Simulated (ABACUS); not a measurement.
Pd:

```
Pd
1.0
     0.00000    1.94650    1.94650
     1.94650    0.00000    1.94650
     1.94650    1.94650    0.00000
Pd
1
Direct
  0.00000 0.00000 0.00000
```

Base run:

| Property | Result |
| --- | --- |
| Program | ABACUS 3.10.1 |
| Functional | TASK |
| Potentials or basis | SG15 ONCV 1.2 PBE |
| Cutoff | 1293 eV |
| Density cutoff | 5170 eV |
| Basis | plane waves |
| k mesh | 8 × 8 × 8 |
| Occupations | fermi-dirac, width 0.05 eV |
| Spin | no spin polarisation |

Its results: band gap on the k mesh none (metal or under the smearing width); pressure 505.1 GPa.

**Question.** The run is repeated on the same cell with these changes: functional from TASK to revTPSS. What comes out?

**Answer.** Band gap on the k mesh none (metal or under the smearing width); pressure -2.5 GPa.

Caveats: the potentials were made for another functional, which shifts forces and pressure; a pressure of tens of GPa on the cell as given is suspect, and the run, the potentials or the cell itself is likely at fault (some runs).
